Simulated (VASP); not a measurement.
# Te2Mo (P6_3/mmc) in VASP: further runs, part 3 of 3

VASP 6.6.1. Earlier steps stand in the parts before.

### 4 Relaxation of cell and atoms, PBEsol

INCAR reads:

```
PREC = Accurate ; ENCUT = 600
EDIFF = 1E-6 ; ISMEAR = 0
SIGMA = 0.03 ; LREAL = F
LASPH = T ; NELM = 80
ALGO = Normal ; ISIF = 3
LWAVE = F ; LCHARG = F
GGA = PS ; IBRION = 2
NSW = 90 ; EDIFFG = -0.01
KPAR = 2
```

KPOINTS reads:

```
Automatic mesh
0
Gamma
  9 9 2
```

POSCAR reads:

```
Te2Mo
1.0
    3.5182000000      0.0000000000      0.0000000000
   -1.7591000000      3.0468505756      0.0000000000
    0.0000000000      0.0000000000     13.9736000000
Te Mo
4 2
Direct
    0.3333333333      0.6666666667      0.6210000000
    0.6666666667      0.3333333333      0.1210000000
    0.3333333333      0.6666666667      0.8790000000
    0.6666666667      0.3333333333      0.3790000000
    0.3333333333      0.6666666667      0.2500000000
    0.6666666667      0.3333333333      0.7500000000
```

Potentials or basis: VASP PAW PBE potentials, release 64 (Te, Mo_sv).

Launch:

```sh
$ cat potpaw_PBE.64/Te/POTCAR potpaw_PBE.64/Mo_sv/POTCAR > POTCAR
$ mpirun -np 2 vasp_std > vasp.out
```

OUTCAR:

```text
PREC = Accurate
   ENCUT = 600
   EDIFF = 1E-6
   ISMEAR = 0
   LREAL = F
   LASPH = T
   NELM = 80
   ISIF = 3
   GGA = PS
   IBRION = 2
   NSW = 90
   EDIFFG = -0.01

 ion  position               nearest neighbor table
   1  0.333  0.667  0.621-   6 2.72   6 2.72   6 2.72   3 3.61
   2  0.667  0.333  0.121-   5 2.72   5 2.72   5 2.72   4 3.61
   3  0.333  0.667  0.879-   6 2.72   6 2.72   6 2.72   1 3.61
   4  0.667  0.333  0.379-   5 2.72   5 2.72   5 2.72   2 3.61
   5  0.333  0.667  0.250-   2 2.72   4 2.72   2 2.72   4 2.72   2 2.72   4 2.72
   6  0.667  0.333  0.750-   1 2.72   3 2.72   1 2.72   3 2.72   1 2.72   3 2.72

  LATTYP: Found a hexagonal cell.
 ALAT       =     3.5182000000
 C/A-ratio  =     3.9718037633

  Lattice vectors:

 A1 = (   3.5182000000,   0.0000000000,   0.0000000000)
 A2 = (  -1.7591000000,   3.0468505756,   0.0000000000)
 A3 = (   0.0000000000,   0.0000000000,  13.9736000000)

Analysis of symmetry for initial positions (statically):
=====================================================================
 Subroutine PRICEL returns:
 Original cell was already a primitive cell.

 Routine SETGRP: Setting up the symmetry group for a
 hexagonal supercell.

 Subroutine GETGRP returns: Found 24 space group operations
 (whereof 12 operations were pure point group operations)
 out of a pool of 24 trial point group operations.

The static configuration has the point symmetry D_3d.
 The point group associated with its full space group is D_6h.

Analysis of symmetry for dynamics (positions and initial velocities):
=====================================================================
 Subroutine PRICEL returns:
 Original cell was already a primitive cell.

 Routine SETGRP: Setting up the symmetry group for a
 hexagonal supercell.

 Subroutine GETGRP returns: Found 24 space group operations
 (whereof 12 operations were pure point group operations)
[... 118 lines left out ...]
   POTIM  = 0.5000    time-step for ionic-motion
   TEBEG  =    0.0;   TEEND  =   0.0 temperature during run
   PSTRESS=    0.0 pullay stress
   NELECT =      52.0000    total number of electrons
   NUPDOWN=      -1.0000    fix difference up-down
   EMIN   =  10.00;   EMAX   =-10.00  energy-range for DOS
   EFERMI =   0.00;   METHOD = LEGACY
   ISMEAR =     0;   SIGMA  =   0.03  broadening in eV -4-tet -1-fermi 0-gaus
   EFERMI_NEDOS =   21; number of points for ismear=-14 and -15
   IALGO  =     38    algorithm
   IMIX   =      4    mixing-type and parameters
     AMIX     =   0.40;   BMIX     =  1.00
     AMIX_MAG =   1.60;   BMIX_MAG =  1.00
  volume/ion in A,a.u.               =      24.96       168.47
  Fermi-wavevector in a.u.,A,eV,Ry     =   1.150578  2.174277 18.011787  1.323829
  Thomas-Fermi vector in A             =   2.287241
   LORBIT       =      0    0 simple, 1 ext, 2 COOP (PROOUT), +10 PAW based schemes
   GGA     = PS    functional components
   LHFCALC =     F    Hartree Fock is set to
   AEXX    =    0.0000 exact exchange contribution
   IVDW    =     0    specifies the selected vdW correction
   LEPSILON=     F    determine dielectric tensor
   LRPA    =     F    only Hartree local field effects (RPA)
 conjugate gradient relaxation of ions
 non-spin polarized calculation
 Gauss-broadening in eV      SIGMA  =   0.03
  energy-cutoff  :      600.00
  volume of cell :      149.79
 maximum number of plane-waves:      5038
   NGX = 15   NGY = 15   NGZ = 55

--------------------------------------- Ionic step        1  -------------------------------------------

 number of electron      52.0000001 magnetization

 Free energy of the ion-electron system (eV)
  ---------------------------------------------------
  ext. energy  EPLUGINS =         0.00000000
  ---------------------------------------------------
  free energy    TOTEN  =       -39.38852984 eV

  energy without entropy =      -39.38852984  energy(sigma->0) =      -39.38852984

------------------------ aborting loop because EDIFF is reached ----------------------------------------

  FORCE on cell =-STRESS in cart. coord.  units (eV):
  Direction    XX          YY          ZZ          XY          YZ          ZX
  --------------------------------------------------------------------------------------
  -------------------------------------------------------------------------------------
  Total       -1.1711475     -1.1711475     -0.4836825      0.0000000     -0.0000000      0.0000000
  in kB      -12.5268591    -12.5268591     -5.1735778      0.0000000     -0.0000000      0.0000000
  external PRESSURE =     -10.0757653 kB  Pullay stress =       0.0000000 kB
[... 107 lines left out ...]
--------------------------------------- Ionic step        4  -------------------------------------------

 number of electron      52.0000001 magnetization

 Free energy of the ion-electron system (eV)
  ---------------------------------------------------
  ext. energy  EPLUGINS =         0.00000000
  ---------------------------------------------------
  free energy    TOTEN  =       -39.39603670 eV

  energy without entropy =      -39.39603670  energy(sigma->0) =      -39.39603670

 E-fermi :   8.4381     XC(G=0): -10.6389

 val. band max:        8.1267629282   @ k =   0.0000   0.0000   0.0000
 cond. band min:       8.9112831242   @ k =   0.2222   0.2222   0.0000
 fundamental gap:      0.7845201960
 Fermi energy:         8.4381325350

 k-point     1 :       0.0000    0.0000    0.0000
  band No.  band energies     occupation
      1     -52.5426      2.00000
      2     -52.5426      2.00000
      3     -26.7542      2.00000
      4     -26.7542      2.00000
      5     -26.6041      2.00000
      6     -26.6041      2.00000
[... 838 lines left out ...]
  FREE ENERGIE OF THE ION-ELECTRON SYSTEM (eV)
  ---------------------------------------------------
  free  energy   TOTEN  =       -39.3960366973 eV

  energy  without entropy=      -39.3960366973  energy(sigma->0) =      -39.39603670

 reached required accuracy - stopping structural energy minimisation
```

OSZICAR:

```text
N       E                     dE             d eps       ncg     rms          rms(c)
DAV:   1     0.446882808720E+03    0.44688E+03   -0.29117E+04  1688   0.168E+03
[... 39 lines left out ...]
DAV:   1    -0.394073131531E+02   -0.13199E-01   -0.44974E-01  1495   0.461E+00    0.728E-01
DAV:   2    -0.393981885010E+02    0.91247E-02   -0.22574E-02  1607   0.828E-01    0.334E-01
DAV:   3    -0.393964816702E+02    0.17068E-02   -0.34057E-03  1746   0.326E-01    0.174E-01
DAV:   4    -0.393960828273E+02    0.39884E-03   -0.94927E-04  1821   0.150E-01    0.881E-02
DAV:   5    -0.393960523205E+02    0.30507E-04   -0.42290E-04  1846   0.945E-02    0.558E-02
DAV:   6    -0.393960357584E+02    0.16562E-04   -0.11830E-04  1817   0.445E-02    0.100E-02
DAV:   7    -0.393960366973E+02   -0.93889E-06   -0.68833E-06  1513   0.118E-02
   4 F= -.39396037E+02 E0= -.39396037E+02  d E =-.192298E-02
```

CONTCAR:

```text
Te2Mo
   1.00000000000000
     3.4936289085582075    0.0000000000000000    0.0000000000000000
    -1.7468144542791038    3.0255713862125799    0.0000000000000000
     0.0000000000000000   -0.0000000000000000   14.0004570039399141
  Te              Mo
     4     2
Direct
     0.3333333332999970    0.6666666667000030    0.6209003824382052
     0.6666666667000030    0.3333333332999970    0.1209003824382052
     0.3333333332999970    0.6666666667000030    0.8790996175617948
     0.6666666667000030    0.3333333332999970    0.3790996175617948
     0.3333333332999970    0.6666666667000030    0.2500000000000000
     0.6666666667000030    0.3333333332999970    0.7500000000000000

  0.00000000E+00  0.00000000E+00  0.00000000E+00
  0.00000000E+00  0.00000000E+00  0.00000000E+00
  0.00000000E+00  0.00000000E+00  0.00000000E+00
  0.00000000E+00  0.00000000E+00  0.00000000E+00
  0.00000000E+00  0.00000000E+00  0.00000000E+00
  0.00000000E+00  0.00000000E+00  0.00000000E+00
```

Run time: 4 min. Hardware: 2 MPI ranks of Intel Xeon Platinum 8488C (Sapphire Rapids), shared host; peak memory 0.35 GiB.

Results:

```
Free energy                            : -39.3960 eV
Relaxed volume                         : 24.66 Å³/atom
Relaxed cell                           : a = 3.494 Å, b = 3.494 Å, c = 14.000 Å, α = 90.00°, β = 90.00°, γ = 120.00°
Space group after relaxing (to 0.05 Å) : P6_3/mmc (No. 194)
Energy gained by relaxing              : 1.3 meV/atom
Ionic steps                            : 4
Pressure after relaxing                : 0.0 GPa
Band gap on the k mesh                 : 0.78 eV, indirect (least direct gap 1.09 eV)
```

The path:
```
step  energy change (eV)  largest force (eV/Å)  pressure (GPa)  volume (Å³)
   1              0.0000                0.0617           -1.01       149.79
   2              0.0029                0.2511            1.51       146.41
   3             -0.0056                0.0759            0.12       148.26
   4             -0.0075                0.0006            0.00       147.99
```

Final structure:
```
CELL_PARAMETERS angstrom
3.49363 0.00000 0.00000
-1.74681 3.02557 0.00000
0.00000 0.00000 14.00046
ATOMIC_POSITIONS crystal
Te 0.33333 0.66667 0.62090
Te 0.66667 0.33333 0.12090
Te 0.33333 0.66667 0.87910
Te 0.66667 0.33333 0.37910
Mo 0.33333 0.66667 0.25000
Mo 0.66667 0.33333 0.75000
```

Caveat: the PAW data sets were made with another functional, which shifts forces and pressure a little; spin-orbit coupling is left out, which moves the levels of the heavy elements; an odd mesh through Γ misses points on the zone boundary, where band edges often lie; this functional lacks dispersion, which binds the layers, so the pressure and a relaxed spacing across them are unreliable.

### 5 Relaxation of cell and atoms, PBEsol

This run uses another cell than the first one, of 24.66 Å³/atom, 0.988 times its volume.

INCAR reads:

```
PREC = Accurate ; ENCUT = 600
EDIFF = 1E-7 ; ISMEAR = 0
SIGMA = 0.03 ; LREAL = F
LASPH = T ; NELM = 80
ALGO = Normal ; ISIF = 3
LWAVE = F ; LCHARG = F
GGA = PS ; IBRION = 2
NSW = 90 ; EDIFFG = -0.005
KPAR = 2
```

KPOINTS is that of step 4.

POSCAR reads:

```
Te2Mo                                   
1.0
    3.4936289086      0.0000000000      0.0000000000
   -1.7468144543      3.0255713862      0.0000000000
    0.0000000000     -0.0000000000     14.0004570039
  Te              Mo            
     4     2
Direct
     0.3333333332999970    0.6666666667000030    0.6209003824382052
     0.6666666667000030    0.3333333332999970    0.1209003824382052
     0.3333333332999970    0.6666666667000030    0.8790996175617948
     0.6666666667000030    0.3333333332999970    0.3790996175617948
     0.3333333332999970    0.6666666667000030    0.2500000000000000
     0.6666666667000030    0.3333333332999970    0.7500000000000000
```

Launch:

```sh
$ cat potpaw_PBE.64/Te/POTCAR potpaw_PBE.64/Mo_sv/POTCAR > POTCAR
$ mpirun -np 2 vasp_std > vasp.out
```

Run time: 97 s. Hardware: 2 MPI ranks of Intel Xeon Platinum 8488C (Sapphire Rapids), shared host; peak memory 0.34 GiB.

Results (log left out):

```
Free energy             : -39.3956 eV
Pressure after relaxing : 0.0 GPa
Band gap on the k mesh  : 0.78 eV, indirect (least direct gap 1.09 eV)
```

Final structure:
```
Te Mo
1.0
     3.49363    0.00000    0.00000
    -1.74681    3.02557    0.00000
     0.00000    0.00000   14.00046
Te Mo
4 2
Direct
  0.33333 0.66667 0.62090
  0.66667 0.33333 0.12090
  0.33333 0.66667 0.87910
  0.66667 0.33333 0.37910
  0.33333 0.66667 0.25000
  0.66667 0.33333 0.75000
```

Levels at points of the mesh, in eV from the valence-band top:
| k point | band 24 | band 25 | band 26 | band 27 | band 28 | band 29 |
| --- | --- | --- | --- | --- | --- | --- |
| (0.00, 0.00, 0.00) | -0.95 | -0.35 | 0.00 | 3.04 | 3.04 | 3.17 |
| (0.00, 0.00, 0.50) | -0.97 | -0.09 | -0.09 | 3.07 | 3.07 | 3.07 |

Caveat: the relaxation stopped at its first step, so nothing moved; the PAW data sets were made with another functional, which shifts forces and pressure a little; spin-orbit coupling is left out, which moves the levels of the heavy elements; an odd mesh through Γ misses points on the zone boundary, where band edges often lie; this functional lacks dispersion, which binds the layers, so the pressure and a relaxed spacing across them are unreliable.
